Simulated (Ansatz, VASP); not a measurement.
# ZrB: VASP beside Ansatz

File POSCAR:

```
ZrB
1.0
    2.9432651143      0.0000000000      0.0000000000
    0.0000000000      2.9432651143      0.0000000000
    0.0000000000      0.0000000000      2.9432651143
Zr B
1 1
Direct
    0.0000000000      0.0000000000      0.0000000000
    0.5000000000      0.5000000000      0.5000000000
```

File INCAR.step1:

```
ALGO = Normal
EDIFF = 1E-4
ENCUT = 520
GGA = PE
ISMEAR = 0
LASPH = T
LCHARG = F
LREAL = F
LWAVE = T
NBANDS = 14
NELM = 100
PREC = Accurate
SIGMA = 0.1
```

Contents of INCAR.step2:

```
ALGO = Normal
EDIFF = 1E-7
ENCUT = 520
ISIF = 2
ISMEAR = 0
ISTART = 1
LASPH = T
LCHARG = T
LELF = T
LMIXTAU = T
LREAL = F
LVHAR = T
LWAVE = F
METAGGA = R2SCAN
NBANDS = 14
NELM = 100
PREC = Accurate
SIGMA = 0.1
```

The input KPOINTS:

```
k-points
0
Gamma
  6 6 6
```

Input for Ansatz:

```yaml
crystal:
  lattice:
    - [2.9432651143, 0.0, 0.0]
    - [0.0, 2.9432651143, 0.0]
    - [0.0, 0.0, 2.9432651143]
  atoms:
    - { symbol: Zr, position: [0.0, 0.0, 0.0] }
    - { symbol: B, position: [0.5, 0.5, 0.5] }
basis:
  ecutwfc: 500
kpoints:
  mp_grid: { grid: [6, 6, 6] }
hamiltonian:
  xc: r2scan
scf:
  occupations: { method: gaussian, width: 0.1 }
  lower_state_search: "off"
output:
  forces: true
  stress: true
  eigenvalues: true
```

Alike in both runs: task single point; functional r2SCAN; k mesh 6 × 6 × 6; occupations gaussian, width 0.1 eV; no spin polarisation.

|  | VASP | Ansatz |
| --- | --- | --- |
| version | VASP 6.6.1 | Ansatz 0.2.0 |
| potentials or method | VASP PAW PBE potentials, release 64 (Zr_sv, B) | scalar-relativistic, plane waves, PAW |
| plane-wave cutoff (eV) | 520 | 500 |
| valence electrons in the cell | 15 | 15 |

|  | VASP | Ansatz | Ansatz less VASP |
| --- | --- | --- | --- |
| gap on the k mesh at the Fermi level (eV) | none | none | - |
| pressure (GPa) | 15.4 | 15.3 | -0.09 |

A gap of «none» marks a metal or a gap that the smearing closes.

Caveats: so large a pressure means that the cell lies far from this level's equilibrium, or that cutoff or potentials fall short (VASP); the potentials were made for another functional, which shifts forces and pressure (VASP).
